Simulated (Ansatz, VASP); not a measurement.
Sr: VASP beside Ansatz

Contents of INCAR:

```
  PREC = Accurate
  ENCUT = 520
  EDIFF = 1E-6
  ISMEAR = 0
  SIGMA = 0.05
  LREAL = False
  LASPH = True
  NELM = 100
  ALGO = Normal
  ISIF = 2
  LWAVE = False
  LCHARG = False
  GGA = PE
  NBANDS = 11
```

The input KPOINTS:

```
regular mesh
0
Gamma
  12 12 12
```

File POSCAR:

```
Sr
1.0
   -2.4096277669      2.4096277669      2.4096277669
    2.4096277669     -2.4096277669      2.4096277669
    2.4096277669      2.4096277669     -2.4096277669
Sr
1
Direct
    0.0000000000      0.0000000000      0.0000000000
```

Input for Ansatz:

```yaml
crystal:
  lattice:
    - [-2.4096277669, 2.4096277669, 2.4096277669]
    - [2.4096277669, -2.4096277669, 2.4096277669]
    - [2.4096277669, 2.4096277669, -2.4096277669]
  atoms:
    - { symbol: Sr, position: [0.0, 0.0, 0.0] }
basis:
  ecutwfc: 420
  ecutrho_ratio: 4
kpoints:
  mp_grid: { grid: [12, 12, 12] }
hamiltonian:
  xc: pbe
scf:
  occupations: { method: gaussian, width: 0.05 }
output:
  forces: true
  stress: true
  eigenvalues: true
```

Alike in both runs: task single point; functional PBE; k mesh 12 × 12 × 12; occupations gaussian, width 0.05 eV; no spin polarisation.

```csv
,VASP,Ansatz
version,VASP 6.6.1,Ansatz 0.2.0
potentials or method,"VASP PAW PBE potentials, release 64 (Sr_sv)","scalar-relativistic, plane waves, PAW"
plane-wave cutoff (eV),520,420
valence electrons in the cell,10,10
```

```tsv
	VASP	Ansatz	Ansatz less VASP
gap on the k mesh at the Fermi level (eV)	none	none	-
pressure (GPa)	-0.4	-0.4	-0.01
```

A gap of «none» marks a metal or a gap that the smearing closes. With one functional, cell and mesh, what is left measures potentials, basis and numerics.
